## Question

A free-standing sheet of SnO has oxygen in the middle and tin on both faces. The vacuum level lies 3.88 eV above the middle of the gap, which is the zero of bias. The filled states end at −1.52 eV and the empty ones begin at +1.52 eV. A scanning tunnelling tip sees the filled states between the band edge and the bias when the sample bias is negative, and the empty ones when it is positive.

(a) Estimate by hand the apparent barrier at −2.15 V and at +2.15 V, with the tip about 4 Å above the top atom.

(b) By what factor does the signal fall in each case when the tip is withdrawn by 1 Å?

(c) Where should the estimate be distrusted?

## Model answer

Outside the sheet an electron has less energy than it needs to be free, so its wave dies away exponentially. The deeper the state lies below the vacuum level, the faster it dies. If $D$ is that depth, the density falls with height $z$ as

$$\rho \propto e^{-2\kappa z},\qquad 2\kappa = \frac{2\sqrt{2mD}}{\hbar} \approx 1.025\,\sqrt{D/\mathrm{eV}}\ \text{Å}^{-1}.$$

The apparent barrier is the depth that this formula needs in order to reproduce the actual decay.

A bias selects a window of states and not a single one. The simplest choice is to let the middle of the window stand for all of it:

$$\Phi \approx E_\mathrm{vac} - \tfrac12\,(E_\mathrm{edge} + eV),$$

where $\Phi$ is the apparent barrier, $E_\mathrm{vac}$ the vacuum level, $E_\mathrm{edge}$ the band edge on the side of the bias and $V$ the sample bias with its sign.

**Filled states, −2.15 V.** The middle of the window is at $(-1.52-2.15)/2 = -1.835$ eV. The barrier is then $3.88+1.835 \approx 5.7$ eV. Its square root is 2.39, so $2\kappa \approx 2.45$ Å⁻¹, and the signal falls by $e^{2.45}\approx 12$ for each ångström.

**Empty states, +2.15 V.** The middle now lies at +1.835 eV, and the barrier is $3.88-1.835 \approx 2.0$ eV. This gives $2\kappa \approx 1.47$ Å⁻¹ and a fall by a factor of about 4.3 for each ångström.

The estimate should be distrusted where the window holds no states, where it reaches up to the vacuum level, and where the waves vary strongly from place to place along the surface. The table allows the last point to be examined.

Ansatz 0.2.0, PBE+D3(BJ) with plane waves and PAW (cutoff 420 eV, 28 × 28 × 1 k mesh, Gaussian smearing 0.05 eV, no spin polarisation): Tersoff-Hamann STM of a free-standing SnO sheet. Sample bias is counted from mid-gap. Density, contrast and brightest site are for a plane 3 Å above the top atom; the barrier is from the decay of the mean density at 4 Å.

```
bias (V)  log10 mean density (log10 of e/angstrom^3)  bright over dark  brightest over  apparent barrier at 4 angstrom (eV)
  -3.550                                      -3.173             7.277              Sn                                6.356
  -2.750                                      -3.243             8.062              Sn                                6.233
  -2.150                                      -3.348             6.694              Sn                                5.920
  -1.800                                      -3.436             5.036              Sn                                5.638
   1.800                                      -3.166             3.046              Sn                                2.766
   2.150                                      -2.765             1.846              Sn                                2.165
   2.750                                      -2.414             1.386              Sn                                1.730
```

## Remarks on the reasoning

**Why the sign of the bias matters so much.** At −1.8 V and +1.8 V the windows hold almost the same number of states. Even so, the empty states give about twice the density at 3 Å and about eight times at 5 Å. The difference grows with height because the empty states lie closer to the vacuum level and reach further out. On a metal at small bias there is no gap to separate the two windows, and both signs would give nearly the same barrier.

**How good the rule is.** The calculated barriers for the two worked cases are 5.9 and 2.2 eV. Over all seven biases the typical (root-mean-square) miss is 0.24 eV, and the fall per ångström comes out within about 16 % of the calculated one. Taking the band edge alone, or the bias end of the window alone, misses by about 0.6 eV. The trend with bias is less well caught for the empty states: from +1.8 to +2.75 V the rule lowers the barrier by about 0.5 eV, the calculation by 1.0 eV. The rule contains no constant adjusted to the table, so the worked cases test it as fairly as the others do.

**Where depth is not enough.** The worst case is +1.8 V, where the rule gives 2.2 eV and the calculation 2.8 eV. Even the deepest state in that window lies only $3.88-1.52=2.36$ eV below vacuum, so no averaging over depths can produce the calculated barrier. Theory offers a reason: a wave that varies along the surface has part of its energy tied up in sideways motion, and it decays as if it lay deeper. The image is in keeping with this, since its bright over dark ratio is the largest among the empty-state rows. It is no proof, because the filled states show still larger ratios without a comparable miss.

**What the pattern looks like.** The column "brightest over" reads Sn in every row, but it does not mean the same atom. Filled states are brightest over the upper tin. Empty states are brightest over the lower tin, in the gaps between the upper atoms, and the upper tin is then the darkest place. The rule describes the average over the surface and cannot foresee this reversal.

**Why the rule works for filled states.** Subtracting the images at neighbouring biases isolates the states added between them. Those between −1.8 and −2.75 V decay as if they lay about 8 eV deep, although the deepest of them is only $3.88+2.75=6.63$ eV below vacuum. Sideways motion is again the likely cause: a wave that changes sign from one cell to the next gains a few electronvolts of effective depth in a lattice of this size.

Such states contribute less at the tip than their number suggests. So do those below −2.75 eV, probably in part because they sit mostly on the oxygen in the middle of the sheet. The shallow states near the band edge therefore dominate. At −3.55 V the states down to −1.8 eV are about a quarter of the window, yet they supply about 65 % of the density at 4 Å. This pulls the barrier towards the band edge, while the fast decay of the deeper states pushes it up. The midpoint lands close because the two errors oppose each other, and its success is no evidence that all states count equally.

**How far the rule may be carried.** It belongs to heights near 4 Å: at −1.8 V the calculated barrier rises from 5.4 eV between 3 and 4 Å to 5.8 eV between 4 and 5 Å. The potential is also numerically rough in the thin density out there, and the highest levels of the calculation are only loosely converged, so a difference of one or two tenths of an electronvolt deserves no explanation. Between −1.52 and +1.52 V the sheet has no states to tunnel through, and the rule has no meaning.

**Before using it on a measurement.** The density functional used here makes gaps too small, so the two onsets of an isolated sheet should lie further apart than these edges suggest. A conducting support narrows the gap again, and doping moves zero bias away from its middle. Measured band edges and a measured vacuum level should therefore replace the calculated ones. The calculation also leaves out the field of the tip, which shifts the bands of a real sample and tilts the barrier.
